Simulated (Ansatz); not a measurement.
## Understanding AlN from first principles

Computed with Ansatz (plane waves, PAW, 420 eV cutoff): PBE, scalar-relativistic, no spin polarisation, Γ-centred 14×14×14 mesh, 0.05 eV Gaussian smearing. The datasets are Ansatz's generated set soft_2.

The chain of runs began from a cell as deposited in COD, expanded in volume.

The relaxed structure (symmetry read at 0.01 Å). Symmetry: Fm-3m, No. 225, cubic system. Conventional cell: a = 4.071 Å, b = 4.071 Å, c = 4.071 Å, α = 90.00°, β = 90.00°, γ = 90.00°. Al (site symmetry m-3m) has 6 N at 2.04 Å as nearest neighbours. N (site symmetry m-3m) is surrounded by 6 Al at 2.04 Å. (Shells end 15 % past the nearest neighbour.)

Results at this level of theory:

* Volume: 8.43 Å³/atom
* Band gap: 4.44 eV
* Smallest direct gap: 5.38 eV
* Bader charges: Al 2.49; N -2.49 e
* Formation energy from the elements (0 K, uncorrected): -1.20 eV/atom
* Bulk modulus (Birch–Murnaghan): 252 GPa
* Pressure derivative B0′: 3.7

Formal charges Al³⁺, N³⁻ balance and leave closed shells on every ion, so a band insulator is expected, and the gap is 4.44 eV.

It is indirect: 4.44 eV, against 5.38 eV for the smallest direct gap. Within 0.6 eV of the edges the projected states are 96 % N 2p at the top of the valence band and 85 % Al 3s at the bottom of the conduction band. The lowest excitation takes an electron from N back to Al, as in ionic insulators.

Task: How ionic is it?

Result: Bader charges against formal ones: Al +2.49 (+3), N −2.49 (−3). The cations give up 83 % of the formal charge; Bader charges stay under formal ones because the anions' density reaches into the cations' basins, though a share this high marks a strongly ionic bond.

Task: How stiff is it, in energy terms?

Result: B0·V0 = 252.0 GPa × 8.43 Å³ = 13.26 eV/atom sets the scale: near the minimum ΔE ≈ ½ B0 V0 x², with x = V/V0 − 1, and a pressure of 2.5 GPa squeezes the volume by about 1 %. At the ends of the curve: x = −4.0 % predicts 10.6 meV/atom and the run gives 11.3; x = +4.0 % predicts 10.6 meV/atom and the run gives 9.9. Compression costs more and expansion less than the parabola says, since the crystal stiffens as it shrinks; B0′ measures that.

Semilocal functionals underestimate band gaps, commonly by a third or more.
